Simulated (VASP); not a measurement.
# MgS (P6_3mc) in VASP: further runs

The runs below take MgS through band structure, chemical shielding, density of states, with r2SCAN, TB-mBJ, PBE+ULG, rev-vdW-DF2, r2SCAN-EpsX.

All numbers are computed with VASP 6.6.1; they aren't measurements. Logs are shortened: lines on timing, memory, paths and dates and some standing lists are left out, and cuts for length are marked.

## 1. The crystal as given

The structure is hexagonal, space group P6_3mc (No. 186). The conventional cell has a = 4.035 Å, b = 4.035 Å, c = 6.432 Å, α = 90.00°, β = 90.00°, γ = 120.00°. Around S (site symmetry 3m) lie 4 Mg at 2.45 to 2.47 Å. Around Mg (site symmetry 3m) lie 4 S at 2.45 to 2.47 Å.

The cell comes from a database or a generator and needn't be the stable form of this composition.

## 2. Band structure, r2SCAN

File INCAR:

```
SYSTEM = MgS
PREC = Accurate ; ENCUT = 520
EDIFF = 1E-6 ; ISMEAR = 0
SIGMA = 0.02 ; LREAL = .FALSE.
LASPH = .TRUE. ; NELM = 100
ALGO = Normal ; ISIF = 2
LWAVE = .FALSE. ; LCHARG = .FALSE.
METAGGA = R2SCAN ; LMIXTAU = .TRUE.
```

File KPOINTS:

```
regular mesh
0
G
  8 8 4
  0 0 0
```

File POSCAR:

```
MgS
1.0
    4.0346224068      0.0000000000      0.0000000000
   -2.0173112034      3.4940854990      0.0000000000
    0.0000000000      0.0000000000      6.4322941800
S Mg
2 2
Direct
    0.6666666667      0.3333333333      0.8792441500
    0.3333333333      0.6666666667      0.3792441500
    0.3333333333      0.6666666667      0.9957548500
    0.6666666667      0.3333333333      0.4957548500
```

File KPOINTS_OPT:

```
path GMKGALHA,LM,KH
20
line-mode
reciprocal
 0.0000000000  0.0000000000  0.0000000000  G
 0.5000000000  0.0000000000  0.0000000000  M

 0.5000000000  0.0000000000  0.0000000000  M
 0.3333333333  0.3333333333  0.0000000000  K

 0.3333333333  0.3333333333  0.0000000000  K
 0.0000000000  0.0000000000  0.0000000000  G

 0.0000000000  0.0000000000  0.0000000000  G
 0.0000000000  0.0000000000  0.5000000000  A

 0.0000000000  0.0000000000  0.5000000000  A
 0.5000000000  0.0000000000  0.5000000000  L

 0.5000000000  0.0000000000  0.5000000000  L
 0.3333333333  0.3333333333  0.5000000000  H

 0.3333333333  0.3333333333  0.5000000000  H
 0.0000000000  0.0000000000  0.5000000000  A

 0.5000000000  0.0000000000  0.5000000000  L
 0.5000000000  0.0000000000  0.0000000000  M

 0.3333333333  0.3333333333  0.0000000000  K
 0.3333333333  0.3333333333  0.5000000000  H
```

Potentials or basis: VASP PAW PBE potentials, release 64 (S, Mg).

Run with:

```
$ cat potpaw_PBE.64/S/POTCAR potpaw_PBE.64/Mg/POTCAR > POTCAR
$ mpirun -np 1 vasp_std > vasp.out
```

OUTCAR:

```text
SYSTEM = MgS
   PREC = Accurate
   ENCUT = 520
   EDIFF = 1E-6
   ISMEAR = 0
   LREAL = .FALSE.
   LASPH = .TRUE.
   NELM = 100
   ISIF = 2
   METAGGA = R2SCAN

 ion  position               nearest neighbor table
   1  0.667  0.333  0.879-   3 2.45   3 2.45   3 2.45   4 2.47
   2  0.333  0.667  0.379-   4 2.45   4 2.45   4 2.45   3 2.47
   3  0.333  0.667  0.996-   1 2.45   1 2.45   1 2.45   2 2.47
   4  0.667  0.333  0.496-   2 2.45   2 2.45   2 2.45   1 2.47

  LATTYP: Found a hexagonal cell.
 ALAT       =     4.0346224068
 C/A-ratio  =     1.5942741430

  Lattice vectors:

 A1 = (   4.0346224068,   0.0000000000,   0.0000000000)
 A2 = (  -2.0173112034,   3.4940854990,   0.0000000000)
 A3 = (   0.0000000000,   0.0000000000,   6.4322941800)

Analysis of symmetry for initial positions (statically):
=====================================================================
 Subroutine PRICEL returns:
 Original cell was already a primitive cell.

 Routine SETGRP: Setting up the symmetry group for a
 hexagonal supercell.

 Subroutine GETGRP returns: Found 12 space group operations
 (whereof  6 operations were pure point group operations)
 out of a pool of 24 trial point group operations.

The static configuration has the point symmetry C_3v.
 The point group associated with its full space group is C_6v.

Analysis of symmetry for dynamics (positions and initial velocities):
=====================================================================
 Subroutine PRICEL returns:
 Original cell was already a primitive cell.

 Routine SETGRP: Setting up the symmetry group for a
 hexagonal supercell.

 Subroutine GETGRP returns: Found 12 space group operations
 (whereof  6 operations were pure point group operations)
 out of a pool of 24 trial point group operations.

The dynamic configuration has the point symmetry C_3v.
 The point group associated with its full space group is C_6v.

 Subroutine INISYM returns: Found 12 space group operations
 (whereof  6 operations are pure point group operations),
 and found     1 'primitive' translations

----------------------------------------------------------------------------------------

                                     Primitive cell

  volume of cell :      90.6781

  direct lattice vectors                    reciprocal lattice vectors
     4.034622407  0.000000000  0.000000000     0.247854669  0.143098960  0.000000000
    -2.017311203  3.494085499  0.000000000     0.000000000  0.286197919  0.000000000
     0.000000000  0.000000000  6.432294180     0.000000000  0.000000000  0.155465526

  length of vectors
[... 103 lines left out ...]
   IALGO  =     38    algorithm
   IMIX   =      4    mixing-type and parameters
     AMIX     =   0.40;   BMIX     =  1.00
     AMIX_MAG =   1.60;   BMIX_MAG =  1.00
  volume/ion in A,a.u.               =      22.67       152.98
  Fermi-wavevector in a.u.,A,eV,Ry     =   0.918221  1.735187 11.471486  0.843130
  Thomas-Fermi vector in A             =   2.043279
   LORBIT       =      0    0 simple, 1 ext, 2 COOP (PROOUT), +10 PAW based schemes
   METAGGA = R2SCAN    functional components
   LHFCALC =     F    Hartree Fock is set to
   AEXX    =    0.0000 exact exchange contribution
   IVDW    =     0    specifies the selected vdW correction
   LEPSILON=     F    determine dielectric tensor
   LRPA    =     F    only Hartree local field effects (RPA)
 non-spin polarized calculation
 Gauss-broadening in eV      SIGMA  =   0.02
  energy-cutoff  :      520.00
  volume of cell :       90.68
 maximum number of plane-waves:      2464
 NGX is ok and might be reduce to    30
   NGX = 15   NGY = 15   NGZ = 23

 number of electron      16.0000004 magnetization

 Free energy of the ion-electron system (eV)
  ---------------------------------------------------
  ext. energy  EPLUGINS =         0.00000000
  ---------------------------------------------------
  free energy    TOTEN  =       -30.93523971 eV

  energy without entropy =      -30.93523971  energy(sigma->0) =      -30.93523971

 E-fermi :   1.0574     XC(G=0):  -8.7721

 val. band max:        0.9089951588   @ k =   0.0000   0.0000   0.0000
 cond. band min:       5.0119534909   @ k =   0.0000   0.0000   0.0000
 fundamental gap:      4.1029583320
 Fermi energy:         1.0573905747

 k-point     1 :       0.0000    0.0000    0.0000
  band No.  band energies     occupation
      1     -10.9793      2.00000
      2     -10.2325      2.00000
      3      -2.3399      2.00000
      4       0.3141      2.00000
      5       0.3141      2.00000
      6       0.7398      2.00000
      7       0.7398      2.00000
      8       0.9090      2.00000
      9       5.0120      0.00000
     10       6.2525      0.00000
     11       8.9851      0.00000
     12       8.9851      0.00000
[... 331 lines left out ...]
 k-point    24 :       0.3750    0.0000    0.5000
  band No.  band energies     occupation
      1     -10.2466      2.00000
      2     -10.2466      2.00000
      3      -1.9888      2.00000
      4      -1.9888      2.00000
      5       0.0368      2.00000
      6       0.0368      2.00000
      7       0.0614      2.00000
      8       0.0614      2.00000
      9       6.2768      0.00000
     10       6.2768      0.00000
     11       8.0299      0.00000
     12       8.0299      0.00000

 [... further k-points ...]

------------------------ aborting loop because EDIFF is reached ----------------------------------------

  FORCE on cell =-STRESS in cart. coord.  units (eV):
  Direction    XX          YY          ZZ          XY          YZ          ZX
  --------------------------------------------------------------------------------------
  -------------------------------------------------------------------------------------
  Total       -0.1249577     -0.1249577     -0.2092017     -0.0000000      0.0000000      0.0000000
  in kB       -2.2078583     -2.2078583     -3.6963538     -0.0000000      0.0000000      0.0000000
  external PRESSURE =      -2.7040235 kB  Pullay stress =       0.0000000 kB

 VOLUME and BASIS-vectors are now :
 -----------------------------------------------------------------------------
  energy-cutoff  :      520.00
  volume of cell :       90.68
      direct lattice vectors                 reciprocal lattice vectors
     4.034622407  0.000000000  0.000000000     0.247854669  0.143098960  0.000000000
    -2.017311203  3.494085499  0.000000000     0.000000000  0.286197919  0.000000000
     0.000000000  0.000000000  6.432294180     0.000000000  0.000000000  0.155465526

 POSITION                                       TOTAL-FORCE (eV/Angst)
 -----------------------------------------------------------------------------------
      2.01731      1.16470      5.65556         0.000000      0.000000     -0.056556
     -0.00000      2.32939      2.43941        -0.000000      0.000000     -0.056556
     -0.00000      2.32939      6.40499         0.000000     -0.000000      0.056556
      2.01731      1.16470      3.18884        -0.000000      0.000000      0.056556
 -----------------------------------------------------------------------------------
    total drift:                               -0.000000     -0.000000      0.006072

  FREE ENERGIE OF THE ION-ELECTRON SYSTEM (eV)
  ---------------------------------------------------
  free  energy   TOTEN  =       -30.9352397113 eV

  energy  without entropy=      -30.9352397113  energy(sigma->0) =      -30.93523971
```

OSZICAR:

```text
N       E                     dE             d eps       ncg     rms          rms(c)
DAV:   1     0.579284875434E+02    0.57928E+02   -0.64065E+03   720   0.112E+03
DAV:   2    -0.279445455746E+02   -0.85873E+02   -0.80389E+02  1088   0.174E+02
DAV:   3    -0.343796508945E+02   -0.64351E+01   -0.64067E+01   920   0.542E+01
DAV:   4    -0.344753746408E+02   -0.95724E-01   -0.95668E-01   904   0.814E+00
DAV:   5    -0.344772769806E+02   -0.19023E-02   -0.19022E-02   908   0.117E+00    0.598E+00
DAV:   6    -0.320067833814E+02    0.24705E+01   -0.31626E+00   744   0.111E+01    0.633E+00
DAV:   7    -0.305893428485E+02    0.14174E+01   -0.21897E-01   732   0.451E+00    0.405E+00
DAV:   8    -0.318223601312E+02   -0.12330E+01   -0.14464E+00   780   0.805E+00    0.122E+00
DAV:   9    -0.308316520068E+02    0.99071E+00   -0.30491E-01   724   0.481E+00    0.608E-01
DAV:  10    -0.309642449613E+02   -0.13259E+00   -0.15768E-01   736   0.371E+00    0.206E-01
[... 56 further cycles ...]
DAV:   8    -0.143571457804E+04   -0.11187E-05      600
DAV:   9    -0.143571457822E+04   -0.18754E-06      492
       N       E                     dE             ncg
DAV:   1     0.863700912434E+03   -0.14776E+05      720
DAV:   2    -0.136305710557E+04   -0.22268E+04     1028
DAV:   3    -0.152533821224E+04   -0.16228E+03      936
DAV:   4    -0.152774315736E+04   -0.24049E+01      852
DAV:   5    -0.152778743268E+04   -0.44275E-01      912
DAV:   6    -0.152778860044E+04   -0.11678E-02      872
DAV:   7    -0.152778863572E+04   -0.35273E-04      912
DAV:   8    -0.152778863667E+04   -0.95212E-06      612
```

stdout:

```text
POSCAR found type information on POSCAR S Mg
 POSCAR found :  2 types and       4 ions
 scaLAPACK will be used
 -----------------------------------------------------------------------------
|                                                                             |
|                                                                             |
|     You enforced a specific xc type in the INCAR file but a different       |
|     I HOPE YOU KNOW WHAT YOU ARE DOING!                                     |
|                                                                             |
 -----------------------------------------------------------------------------

 LDA part: xc-table for (None), standard interpolation
 POSCAR, INCAR and KPOINTS ok, starting setup
 FFT: planning ... GRIDC
 FFT: planning ... GRID_SOFT
 FFT: planning ... GRID
 WAVECAR not read
 entering main loop
 Start KPOINTS_OPT (optional k-point list driver)
k-point batch [1-30\180]
k-point batch [31-60\180]
k-point batch [61-90\180]
k-point batch [91-120\180]
k-point batch [121-150\180]
k-point batch [151-180\180]
```

It took 3.3 min on 1 thread of Intel Xeon 6975P-C (Granite Rapids), shared host; peak memory 0.23 GiB.

What came out:

* Free energy: -30.9352 eV
* Pressure: -0.3 GPa
* Largest force: 0.057 eV/Å
* Band gap on the k mesh: 4.10 eV, direct
* Band gap along the path: 4.10 eV, direct

Forces on the atoms (eV/Å):
```
S    0.000  0.000 -0.057
S    0.000  0.000 -0.057
Mg   0.000  0.000  0.057
Mg   0.000  0.000  0.057
```

Stress tensor (GPa, compression positive):
```
-0.22  0.00  0.00
 0.00 -0.22  0.00
 0.00  0.00 -0.37
```

Levels at the corners of the path, in eV from the valence-band top:
```tsv
point	band 4	band 5	band 6	band 7	band 8	band 9	band 10	band 11	band 12
Γ	-0.59	-0.59	-0.17	-0.17	0.00	4.10	5.34	8.08	8.08
M	-2.45	-1.90	-1.28	-0.93	-0.49	5.24	5.69	6.43	8.06
M	-2.45	-1.90	-1.28	-0.93	-0.49	5.24	5.69	6.43	8.06
K	-2.27	-2.27	-1.39	-1.36	-1.36	5.27	7.53	8.00	8.00
K	-2.27	-2.27	-1.39	-1.36	-1.36	5.27	7.53	8.00	8.00
Γ	-0.59	-0.59	-0.17	-0.17	0.00	4.10	5.34	8.08	8.08
Γ	-0.59	-0.59	-0.17	-0.17	0.00	4.10	5.34	8.08	8.08
A	-1.90	-0.39	-0.39	-0.39	-0.39	5.57	5.57	8.21	8.21
A	-1.90	-0.39	-0.39	-0.39	-0.39	5.57	5.57	8.21	8.21
L	-3.13	-0.92	-0.92	-0.82	-0.82	5.16	5.16	6.90	6.90
L	-3.13	-0.92	-0.92	-0.82	-0.82	5.16	5.16	6.90	6.90
H	-2.80	-2.03	-2.03	-0.54	-0.54	6.40	6.40	6.87	6.87
H	-2.80	-2.03	-2.03	-0.54	-0.54	6.40	6.40	6.87	6.87
A	-1.90	-0.39	-0.39	-0.39	-0.39	5.57	5.57	8.21	8.22
L	-3.13	-0.92	-0.92	-0.82	-0.82	5.16	5.16	6.90	6.90
M	-2.45	-1.90	-1.28	-0.93	-0.49	5.24	5.69	6.43	8.06
K	-2.27	-2.27	-1.39	-1.36	-1.36	5.27	7.53	8.00	8.00
H	-2.80	-2.03	-2.03	-0.54	-0.54	6.40	6.40	6.87	6.87
```

Caveat: the PAW data sets were made with another functional, which shifts forces and pressure a little. r2SCAN opens gaps a little over a GGA but as a rule still falls short of measured ones.

## 3. Band structure, TB-mBJ

POSCAR is that of step 2.

File INCAR.step1:

```
SYSTEM = MgS
PREC = Accurate ; ENCUT = 520
EDIFF = 1E-5 ; ISMEAR = 0
SIGMA = 0.02 ; LREAL = .FALSE.
LASPH = .TRUE. ; NELM = 100
ALGO = Normal ; ISIF = 2
LWAVE = .TRUE. ; LCHARG = .FALSE.
GGA = PE
```

File INCAR.step2:

```
SYSTEM = MgS
PREC = Accurate ; ENCUT = 520
EDIFF = 1E-6 ; ISMEAR = 0
SIGMA = 0.02 ; LREAL = .FALSE.
LASPH = .TRUE. ; NELM = 100
ALGO = Normal ; ISIF = 2
LWAVE = .FALSE. ; LCHARG = .FALSE.
METAGGA = MBJ ; ISTART = 1
```

KPOINTS is that of step 2.

KPOINTS_OPT is that of step 2.

Potentials or basis: VASP PAW PBE potentials, release 64 (S, Mg).

Run with:

```
$ cat potpaw_PBE.64/S/POTCAR potpaw_PBE.64/Mg/POTCAR > POTCAR
$ cp INCAR.step1 INCAR
$ mpirun -np 1 vasp_std > vasp.out
$ cp INCAR.step2 INCAR
$ mpirun -np 1 vasp_std > vasp.out
```

OUTCAR:

```text
SYSTEM = MgS
   PREC = Accurate
   ENCUT = 520
   EDIFF = 1E-6
   ISMEAR = 0
   LREAL = .FALSE.
   LASPH = .TRUE.
   NELM = 100
   ISIF = 2
   METAGGA = MBJ
   ISTART = 1

 ion  position               nearest neighbor table
   1  0.667  0.333  0.879-   3 2.45   3 2.45   3 2.45   4 2.47
   2  0.333  0.667  0.379-   4 2.45   4 2.45   4 2.45   3 2.47
   3  0.333  0.667  0.996-   1 2.45   1 2.45   1 2.45   2 2.47
   4  0.667  0.333  0.496-   2 2.45   2 2.45   2 2.45   1 2.47

  LATTYP: Found a hexagonal cell.
[... 563 lines left out ...]
  Direction    XX          YY          ZZ          XY          YZ          ZX
  --------------------------------------------------------------------------------------
  -------------------------------------------------------------------------------------
  Total       47.8135404     47.8135404     47.9612580     -0.0000000      0.0000000      0.0000000
  in kB      844.8102266    844.8102266    847.4202262     -0.0000000      0.0000000      0.0000000
  external PRESSURE =     845.6802265 kB  Pullay stress =       0.0000000 kB

 VOLUME and BASIS-vectors are now :
 -----------------------------------------------------------------------------
  energy-cutoff  :      520.00
  volume of cell :       90.68
      direct lattice vectors                 reciprocal lattice vectors
     4.034622407  0.000000000  0.000000000     0.247854669  0.143098960  0.000000000
    -2.017311203  3.494085499  0.000000000     0.000000000  0.286197919  0.000000000
     0.000000000  0.000000000  6.432294180     0.000000000  0.000000000  0.155465526

 POSITION                                       TOTAL-FORCE (eV/Angst)
 -----------------------------------------------------------------------------------
      2.01731      1.16470      5.65556        -0.000000     -0.000000     -0.093832
     -0.00000      2.32939      2.43941        -0.000000      0.000000     -0.093832
     -0.00000      2.32939      6.40499        -0.000000     -0.000000      0.093832
      2.01731      1.16470      3.18884         0.000000      0.000000      0.093832
 -----------------------------------------------------------------------------------
    total drift:                                0.000000      0.000000      0.081413

  FREE ENERGIE OF THE ION-ELECTRON SYSTEM (eV)
  ---------------------------------------------------
  free  energy   TOTEN  =       104.1671907127 eV

  energy  without entropy=      104.1671907127  energy(sigma->0) =      104.16719071
```

It took 95 s on 1 thread of Intel Xeon 6975P-C (Granite Rapids), shared host; peak memory 0.24 GiB.

Results:

```yaml
Band_gap_on_the_k_mesh: 5.04 eV, direct
Band_gap_along_the_path: 5.04 eV, direct
```

Levels at the corners of the path, in eV from the valence-band top:
```tsv
point	band 6	band 7	band 8	band 9	band 10	band 11
Γ	-0.16	-0.16	0.00	5.04	6.08	8.60
M	-1.11	-0.77	-0.44	6.06	6.50	7.10
M	-1.11	-0.77	-0.44	6.06	6.50	7.10
K	-1.19	-1.15	-1.15	6.23	8.19	8.45
K	-1.19	-1.15	-1.15	6.23	8.19	8.45
Γ	-0.16	-0.16	0.00	5.04	6.08	8.60
Γ	-0.16	-0.16	0.00	5.04	6.08	8.60
A	-0.36	-0.36	-0.36	6.33	6.33	8.72
A	-0.36	-0.36	-0.36	6.33	6.33	8.72
L	-0.80	-0.70	-0.70	6.02	6.02	7.46
L	-0.80	-0.70	-0.70	6.02	6.02	7.46
H	-1.70	-0.47	-0.47	7.04	7.04	7.67
H	-1.70	-0.47	-0.47	7.04	7.04	7.67
A	-0.36	-0.36	-0.36	6.33	6.33	8.72
L	-0.80	-0.70	-0.70	6.02	6.02	7.46
M	-1.11	-0.77	-0.44	6.06	6.50	7.10
K	-1.19	-1.15	-1.15	6.23	8.19	8.45
H	-1.70	-0.47	-0.47	7.04	7.04	7.67
```

Caveat: the PAW data sets were made with another functional, which shifts forces and pressure a little.

[end of part 1 of 3]
